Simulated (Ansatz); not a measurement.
Levels at Γ against strain in BP

```
CELL_PARAMETERS angstrom
0.00000 2.26900 2.26900
2.26900 0.00000 2.26900
2.26900 2.26900 0.00000
ATOMIC_POSITIONS crystal
B 0.00000 0.00000 0.00000
P 0.75000 0.75000 0.75000
```

Atom numbers follow the list: B1, P2.

The conventional cell has a = 4.538 Å, b = 4.538 Å, c = 4.538 Å, α = 90.00°, β = 90.00°, γ = 90.00°. Around B (atom 1) lie 4 P at 1.97 Å. P (atom 2) is surrounded by 4 B at 1.97 Å.

The cell is COD entry 9008835, as deposited and not checked against the literature; nothing was relaxed.

All numbers below come from Ansatz 0.2.0, DFT, PBE, all-electron LAPW, scalar-relativistic.

The runs use a Γ-centred 15×15×15 k mesh, Fermi–Dirac smearing of 0.05 eV, basis error target 1 meV/atom, no spin polarisation.

The cell is scaled evenly. Fractional coordinates are held (clamped ions).

Only quantities that a quadratic follows smoothly over the whole series are listed; rougher ones are left out.

```csv
ln(V/Vcell),direct gap at Γ (eV),smallest gap on mesh and path (eV)
-0.0619,3.507,1.162
-0.0101,3.422,1.233
0.0000,3.407,1.246
0.0583,3.327,1.323
```

Fit the series and give the slopes at zero strain.

Least-squares fits y = p0 + p1 x + p2 x² to the rows give direct gap at Γ (eV): p1 = -1.49, p2 = 2.1; smallest gap on mesh and path (eV): p1 = 1.34, p2 = -0.38. So dEg/dln V = -1.5 eV for the direct gap at Γ, which isn't the fundamental gap here: that one has dEg/dln V = 1.3 eV. Semilocal gaps are too small, but their slopes carry over better.

One run, at ln(V/Vcell) = 0.0100, is withheld. Predict its row.

The fits give 3.392, 1.260; the run gave 3.393, 1.260.
